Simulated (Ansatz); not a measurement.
Runs of Ansatz 0.2.0 on SnSe. The cell holds a slab with vacuum, 4 atoms: a = 4.285 Å, b = 4.285 Å, c = 10.991 Å, α = 90.00°, β = 90.00°, γ = 90.00°. 

| task | level | k mesh | cutoff (eV) | points for each segment of the path | screening (1/Å) | share of exact exchange | mesh quality | gap on the mesh (eV) | V0 of scaled cells (Å³/atom) | B0 (GPa) | largest force (eV/Å) |
| --- | --- | --- | --- | --- | --- | --- | --- | --- | --- | --- | --- |
| band structure | r2SCAN | 6 × 6 × 3 | 500 | 14 | - | - | not flagged | - | - | - | 0.01 |
| single point | HSE06 form with a typed share of exact exchange | 3 × 3 × 2 | 420 | - | 0.1 | 0.25 | coarse | 2.27 | - | - | 0.33 |
| equation of state | LDA | 6 × 6 × 3 | 420 | - | - | - | not flagged | - | 47.91 | (c) | - |
| band structure | PBE0 | 4 × 4 × 2 | 420 | 4 | - | - | not flagged | - | - | - | 0.11 |
| equation of state | PBEsol | 6 × 6 × 3 | 420 | - | - | - | not flagged | - | (b) | 28 | - |
| single point | HSE06 form with a typed share of exact exchange | 3 × 3 × 2 | 420 | - | 0.4 | 0.25 | coarse | 1.77 | - | - | 0.45 |
| single point | HSE06 form with a typed share of exact exchange | 3 × 3 × 2 | 420 | - | 0.15 | 0.25 | coarse | (d) | - | - | 0.35 |
| band structure | LDA | 6 × 6 × 3 | 420 | 14 | - | - | not flagged | - | - | - | (a) |
| band structure | PBEsol | 6 × 6 × 3 | 420 | 14 | - | - | not flagged | - | - | - | 0.11 |
| band structure | HSE06 | 4 × 4 × 2 | 420 | 4 | - | - | not flagged | - | - | - | 0.10 |
| equation of state | r2SCAN | 6 × 6 × 3 | 500 | - | - | - | not flagged | - | 50.47 | 28 | - |
| single point | HSE06 form with a typed share of exact exchange | 3 × 3 × 2 | 420 | - | 0.6 | 0.25 | coarse | 1.65 | - | - | 0.52 |

Alike in all rows: potentials or basis Ansatz PAW; no spin polarisation; cell as given; smearing fermi-dirac 0.05 eV.

**Question.** Estimate the missing entries.

**Answer.** (a) 0.24; (b) 49.18; (c) 30; (d) 2.13.

Caveats: some runs use coarse meshes; the PAW data sets come from PBE, with cores solved anew for the run's functional, which leaves a small shift of forces and pressure; the k mesh misses the band edges, so the gap on the mesh is wider than the one along the path (some runs); odd divisions of the mesh miss points on the zone boundary, where band edges often lie, so the gap on the mesh can be too wide (some runs); spin-orbit coupling is left out, which moves the levels of the heavy elements (some runs); the cell was scaled at fixed shape and fractional positions, which overstates the stiffness of a crystal with free parameters, most of all of layers and chains (some runs).

A k mesh can miss the band edges, and the runs leave out spin-orbit coupling on Se, Sn.

Not every run made on this cell is shown here.
